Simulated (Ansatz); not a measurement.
# SnO2: the cost of one run

The runs shown are made with Ansatz 0.2.0. PAW datasets, plane waves. No spin polarisation and no zero-point or thermal motion; the cell was built from a prototype and may be hypothetical.

## 1. The structure to begin with

The unstrained cell was relaxed with r2SCAN; in each strained cell the atoms were relaxed again with r2SCAN. Names of k-points are those of the unstrained zone, where strain can split equivalent points. First state: -2.0 % strain along x alone.

In-plane lattice: a = 3.001 Å, b = 3.047 Å, γ = 119.5°; thickness between the outer nuclei 2.42 Å. Around Sn lie 6 O at 2.13–2.14 Å; around O lie 3 Sn at 2.13–2.14 Å and 1 O at 2.42 Å.

Coordinates:

```xyz
3
Lattice="3.0009 0.0000 0.0000 -1.5004 2.6519 0.0000 0.0000 0.0000 28.8864" Properties=species:S:1:pos:R:3 pbc="T T F"
Sn    0.0000    1.7743    9.0000
O     1.5004    0.8808   10.2110
O     1.5004    0.8808    7.7890
```
The sheet repeats along a and b alone.

From earlier runs on the unstrained cell: PBE 0.67 eV, r2SCAN 1.04 eV, HSE06 1.97 eV; a = 3.062 Å.

## 2. -2.0 % strain along x alone: PBE

Contents of input.yaml:

```yaml
crystal:
  lattice:
    - [3.0008566261, 0.0, 0.0]
    - [-1.500428313, 2.6518551748, 0.0]
    - [0.0, 0.0, 28.8864204808]
  atoms:
    - { symbol: Sn, position: [0.3345361854, 0.6690723708, 0.3115650832] }
    - { symbol: O, position: [0.6660652406, 0.3321304813, 0.3534883141] }
    - { symbol: O, position: [0.6660652406, 0.3321304813, 0.2696418523] }
  periodic: [true, true, false]
kpoints:
  mp_grid: { grid: [12, 12, 1] }
  band_path:
    path:
      - [0.0, 0.0, 0.0]
      - [0.5, 0.0, 0.0]
      - [0.3333333333, 0.3333333333, 0.0]
      - [0.34375, 0.322917, 0.0]
    npoints: 1
hamiltonian:
  xc: pbe
scf:
  occupations: { method: fermi_dirac, width: 0.02 }
  n_extra_bands: 4
output:
  forces: true
  stress: true
  eigenvalues: true
```

The run is started by

```bash
$ ansatz run input.yaml --threads 4 --pin off --max-ram 5529MiB --backend cpu --events-out ev --progress --plain --runs-dir out
```

Q: Estimate wall time and peak memory on 4 threads of Arm Neoverse V2, shared host.

About 5.3 s, with a peak of 0.56 GiB.
